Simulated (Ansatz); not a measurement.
Results of PBE-D3(BJ) (plane waves, PAW; Ansatz, an electronic-structure program) for spinel MgAl2O4.

Run with plane-wave cutoff 520 eV, 8×8×8 k mesh, Fermi–Dirac smearing 0.01 eV, scalar-relativistic PAW data made under PBE.

Shape and atoms are relaxed at each volume.

Pressure at four volumes; x = ln(V/9.532 Å³). One pressure is withheld.

```tsv
V (Å³/atom)	x	P (GPa)
9.151	-0.0408	?
9.342	-0.0201	3.97
9.532	0.0000	0.00
9.914	0.0393	-6.84
```

### Question
Pass a parabola P(x) through the three rows shown, estimate the bulk modulus and its pressure derivative near zero pressure, and predict the withheld pressure.

### Answer
Slopes between the rows: (0.00 − (3.97))/(0.0000 − (-0.0201)) = -197.51 and (-6.84 − (0.00))/(0.0393 − (0.0000)) = -174.05 GPa. Their difference over the span 0.0594 is c = 23.46/0.0594 = 394.9 GPa, so P(x) = 3.97 + (-197.51)(x − (-0.0201)) + 394.9 (x − (-0.0201))(x − (0.0000)). At the middle row B = −dP/dx = −[-197.51 + 394.9 × 0.0201] = 189.6 GPa, and B′ = dB/dP = 2c/B = 4.2. At x = -0.0408 the parabola gives 8.39 GPa; the run gives 8.37 GPa. The Birch–Murnaghan fit to the energies at all volumes has B0 = 189 GPa and B′ = 4.1.

Measured, for comparison: bulk modulus 195 GPa (300 K, copied from a table, unchecked, not corrected to a static lattice; as tabulated in BurnMan's mineral tables). Computed (rounded) less measured: bulk modulus not scored (unchecked).

Note: the bulk modulus comes from volumes at which shape and atoms were relaxed.
